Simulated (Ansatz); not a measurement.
Tunnelling through a barrier is set by its complex band structure: the current falls as exp(−2κd) with the smallest κ.

Here is the system:

```
CELL_PARAMETERS angstrom
      5.35091     0.00000     0.00000
      2.66356     4.64087     0.00000
     -2.66356    -1.54236     4.37707
ATOMIC_POSITIONS crystal
  La 0.75000 0.75000 0.25000
  La 0.25000 0.25000 0.75000
  Al 0.00000 0.00000 0.00000
  Al 0.50000 0.50000 0.50000
  O  0.75000 0.28173 0.78173
  O  0.25000 0.71827 0.21827
  O  0.21827 0.75000 0.71827
  O  0.78173 0.25000 0.28173
  O  0.28173 0.21827 0.25000
  O  0.71827 0.78173 0.75000
```

The cell is taken as given; by r2SCAN it stands under a pressure of 0.8 GPa.

Transport runs along the normal of the first two printed cell vectors, the (101) plane of the conventional cell.

No gap correction and no spin-orbit coupling; mid-gap is the computed energy nearest the middle.

Q: Compute, with r2SCAN run with Ansatz (an electronic-structure program), the band gap and the smallest decay constant κ at mid-gap.

A: Gap 4.44 eV on a 8×8×8 mesh; κ = 0.386 1/Å, at the zone centre.
